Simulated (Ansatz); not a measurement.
BaS (zincblende structure)

Level of theory: DFT, PBEsol, scalar-relativistic, no spin polarisation; plane waves to 420 eV with PAW datasets (Ansatz 0.2.0), 8×8×8 k-mesh, Gaussian smearing of 0.05 eV; PAW files: Ansatz's generated set soft_2.

```yaml
crystal:
  lattice:
    - [0.00000, 3.46870, 3.46870]
    - [3.46870, 0.00000, 3.46870]
    - [3.46870, 3.46870, 0.00000]
  atoms:
    - { symbol: Ba, position: [0.00000, 0.00000, 0.00000] }
    - { symbol: S, position: [0.25000, 0.25000, 0.25000] }
```

This is a trial structure; measured cells of the compound in the Crystallography Open Database are in space group Fm-3m (rock salt).

The cell is relaxed to zero pressure at this level.

Path: Γ–X–U | K–Γ–L–W–X, with Γ = (0.000, 0.000, 0.000), X = (-0.500, -0.500, 0.000), U = (-0.375, -0.375, 0.250), K = (-0.375, 0.000, 0.375), L = (0.000, 0.000, 0.500), W = (-0.500, -0.250, 0.250) in reciprocal vectors of the calculation's cell.

Question: Is it a metal or an insulator, and if it has a gap, where are the band edges on this path?

Answer: An insulator with a gap of 2.67 eV on the path, the valence band topping at W and the conduction band bottoming at Γ; the smallest direct gap is 3.36 eV.

Levels between -4 and 4 eV from the Fermi level at the path's named points:
| point | below E_F (eV) | above E_F (eV) |
| --- | --- | --- |
| Γ | -2.10 -2.10 -2.10 | 1.33 3.75 3.75 |
| X | -2.53 -1.34 -1.34 | 2.07 3.16 |
| U and K | -2.25 -1.54 -1.49 | 2.03 3.26 |
| L | -1.97 -1.81 -1.81 | 3.06 3.92 3.92 3.96 |
| W | -2.02 -1.90 -1.34 | 2.02 2.92 |

Formal charges Ba²⁺, S²⁻ balance and leave closed shells on every ion, so a band insulator is expected, and the gap is 2.67 eV.

Within 0.6 eV of the edges the projected states are 97 % S 3p at the top of the valence band and 76 % Ba 6s at the bottom of the conduction band. Crossing the gap moves an electron from the anion's filled p shell to the metal's empty orbitals, as in ionic insulators.

Kohn–Sham gaps of semilocal functionals lie under measured ones, often by a third or more. For elements this heavy, spin–orbit coupling would shift levels and gaps; it isn't included here.
